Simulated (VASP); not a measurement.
# TiB2 (P6/mmm) in VASP: notebook, part 2 of 2

VASP 6.6.1. Earlier steps stand in the parts before.

### Step 3. Atomic charges, PBEsol

Contents of INCAR:

```
PREC = Accurate ; ENCUT = 520
EDIFF = 1E-7 ; ISMEAR = 0
SIGMA = 0.02 ; LREAL = False
LASPH = True ; NELM = 100
ALGO = Fast ; ISIF = 2
LWAVE = False ; LCHARG = True
GGA = PS ; LORBIT = 10
LELF = True ; LVHAR = True
```

Contents of KPOINTS:

```
Automatic mesh
0
Gamma
  10 10 8
```

Contents of POSCAR:

```
TiB2
1.0
    3.0292000000      0.0000000000      0.0000000000
   -1.5146000000      2.6233641531      0.0000000000
    0.0000000000      0.0000000000      3.2284000000
Ti B
1 2
Direct
    0.0000000000      0.0000000000      0.0000000000
    0.6666666667      0.3333333333      0.5000000000
    0.3333333333      0.6666666667      0.5000000000
```

Potentials or basis: VASP PAW PBE potentials, release 64 (Ti_sv, B).

Launch:

```
> cat potpaw_PBE.64/Ti_sv/POTCAR potpaw_PBE.64/B/POTCAR > POTCAR
> mpirun -np 1 vasp_std > vasp.out
```

Run time: 63 s. Hardware: 1 thread of Intel Xeon Platinum 8488C (Sapphire Rapids), shared host; peak memory 0.15 GiB.

The run converged. Its results:

| Property | Result |
| --- | --- |
| Free energy | -25.7743 eV |
| Pressure | -4.7 GPa |
| Band gap on the k mesh | none (metal or under the smearing width) |
| Valence electrons inside the program's atomic spheres | Ti 10.43; B 2.00 |

Stress tensor (GPa, compression positive):
```
-4.09  0.00  0.00
 0.00 -4.09  0.00
 0.00  0.00 -6.04
```

Levels at points of the mesh, in eV from the Fermi level:
```tsv
k point	band 5	band 6	band 7	band 8	band 9	band 10	band 11	band 12	band 13
(0.00, 0.00, 0.00)	-13.40	-2.52	-2.52	-2.23	-2.08	1.97	1.97	5.84	5.84
(0.50, 0.00, 0.00)	-9.28	-9.11	-3.17	-3.16	-2.22	1.41	2.82	3.46	5.55
(0.00, 0.00, 0.50)	-11.45	-7.55	-0.45	-0.45	-0.12	-0.12	0.49	0.49	1.71
(0.50, 0.00, 0.50)	-9.64	-7.45	-4.56	-3.77	-3.06	2.56	3.00	4.66	5.46
```

Caveat: the PAW data sets were made with another functional, which shifts forces and pressure a little.

### Step 4. Electron localisation function, PBEsol

Contents of INCAR:

```
SYSTEM = TiB2
PREC = Accurate
ENCUT = 520
EDIFF = 1E-6
ISMEAR = 0
SIGMA = 0.02
LREAL = .False.
LASPH = .True.
NELM = 80
ALGO = Normal
ISIF = 2
LWAVE = .False.
LCHARG = .True.
GGA = PS
LELF = .True.
```

Contents of KPOINTS:

```
Automatic mesh
0
Gamma
  10 10 8
  0 0 0
```

POSCAR is that of step 3.

Potentials or basis: VASP PAW PBE potentials, release 64 (Ti_sv, B).

Launch:

```
> cat potpaw_PBE.64/Ti_sv/POTCAR potpaw_PBE.64/B/POTCAR > POTCAR
> mpirun -np 1 vasp_std > vasp.out
```

OUTCAR:

```text
SYSTEM = TiB2
   PREC = Accurate
   ENCUT = 520
   EDIFF = 1E-6
   ISMEAR = 0
   LREAL = .False.
   LASPH = .True.
   NELM = 80
   ISIF = 2
   GGA = PS

 ion  position               nearest neighbor table
   1  0.000  0.000  0.000-   2 2.38   3 2.38   2 2.38   3 2.38   3 2.38   3 2.38   2 2.38   2 2.38
                             2 2.38   2 2.38   3 2.38   3 2.38
   2  0.667  0.333  0.500-   3 1.75   3 1.75   3 1.75   1 2.38   1 2.38   1 2.38   1 2.38   1 2.38
                             1 2.38
   3  0.333  0.667  0.500-   2 1.75   2 1.75   2 1.75   1 2.38   1 2.38   1 2.38   1 2.38   1 2.38
                             1 2.38

  LATTYP: Found a hexagonal cell.
[... 578 lines left out ...]
 [... further k-points ...]
[... 5 lines left out ...]
  --------------------------------------------------------------------------------------
  -------------------------------------------------------------------------------------
  Total       -0.6518317     -0.6518317     -0.9608762      0.0000000      0.0000000      0.0000000
  in kB      -40.7072873    -40.7072873    -60.0073103      0.0000000      0.0000000      0.0000000
  external PRESSURE =     -47.1406283 kB  Pullay stress =       0.0000000 kB

 VOLUME and BASIS-vectors are now :
 -----------------------------------------------------------------------------
  energy-cutoff  :      520.00
  volume of cell :       25.66
      direct lattice vectors                 reciprocal lattice vectors
     3.029200000  0.000000000  0.000000000     0.330120164  0.190594965  0.000000000
    -1.514600000  2.623364153  0.000000000     0.000000000  0.381189931  0.000000000
     0.000000000  0.000000000  3.228400000     0.000000000  0.000000000  0.309750960

 POSITION                                       TOTAL-FORCE (eV/Angst)
 -----------------------------------------------------------------------------------
      0.00000      0.00000      0.00000         0.000000      0.000000     -0.000000
      1.51460      0.87445      1.61420        -0.000000      0.000000     -0.000000
     -0.00000      1.74891      1.61420         0.000000     -0.000000      0.000000
 -----------------------------------------------------------------------------------
    total drift:                               -0.000000      0.000000      0.000000

  FREE ENERGIE OF THE ION-ELECTRON SYSTEM (eV)
  ---------------------------------------------------
  free  energy   TOTEN  =       -25.7743445884 eV

  energy  without entropy=      -25.7739544897  energy(sigma->0) =      -25.77414954
```

OSZICAR:

```text
N       E                     dE             d eps       ncg     rms          rms(c)
DAV:   1     0.126638864928E+03    0.12664E+03   -0.93239E+03  1820   0.158E+03
DAV:   2    -0.208345022516E+02   -0.14747E+03   -0.14378E+03  1850   0.392E+02
DAV:   3    -0.305143635659E+02   -0.96799E+01   -0.95077E+01  2657   0.946E+01
DAV:   4    -0.308426040547E+02   -0.32824E+00   -0.32555E+00  2335   0.162E+01
DAV:   5    -0.308532153991E+02   -0.10611E-01   -0.10611E-01  2678   0.247E+00    0.170E+01
DAV:   6    -0.257437606968E+02    0.51095E+01   -0.26015E+01  2402   0.600E+01    0.386E+00
DAV:   7    -0.257759362160E+02   -0.32176E-01   -0.16566E+00  2049   0.152E+01    0.336E+00
DAV:   8    -0.257862384858E+02   -0.10302E-01   -0.19023E-01  2583   0.408E+00    0.831E-01
DAV:   9    -0.257751490525E+02    0.11089E-01   -0.88824E-02  2413   0.392E+00    0.266E-01
DAV:  10    -0.257743415029E+02    0.80755E-03   -0.49838E-03  2193   0.981E-01    0.637E-02
DAV:  11    -0.257743767118E+02   -0.35209E-04   -0.52559E-04  2547   0.306E-01    0.553E-02
DAV:  12    -0.257743454650E+02    0.31247E-04   -0.19229E-04  2376   0.193E-01    0.102E-02
DAV:  13    -0.257743445884E+02    0.87662E-06   -0.84220E-06  2199   0.355E-02
   1 F= -.25774345E+02 E0= -.25774150E+02  d E =-.390099E-03
```

It took 14 s on 1 thread of Intel Xeon Platinum 8488C (Sapphire Rapids), shared host; peak memory 0.15 GiB.

What came out:

```
Free energy            : -25.7743 eV
Pressure               : -4.7 GPa
Band gap on the k mesh : none (metal or under the smearing width)
```

Caveat: the PAW data sets were made with another functional, which shifts forces and pressure a little.

### Step 5. Summary

```csv
task,level,potentials or basis,cell,k mesh,cutoff (eV),smearing,ladder,gap on the mesh (eV),pressure (GPa)
relaxation of cell and atoms,LDA,"VASP PAW LDA potentials, release 64 (Ti_sv, B)",relaxed,8 × 8 × 8,600,fermi-dirac 0.05 eV,gaps,none,-0.1
atomic charges,PBEsol,"VASP PAW PBE potentials, release 64 (Ti_sv, B)",as given,10 × 10 × 8,520,gaussian 0.02 eV,-,none,-4.7
electron localisation function,PBEsol,"VASP PAW PBE potentials, release 64 (Ti_sv, B)",as given,10 × 10 × 8,520,gaussian 0.02 eV,-,none,-4.7
```

Alike in all rows: no spin polarisation.

Caveats: the PAW data sets were made with another functional, which shifts forces and pressure a little (some runs).

Absolute energies hang on the potentials; compare differences alone.
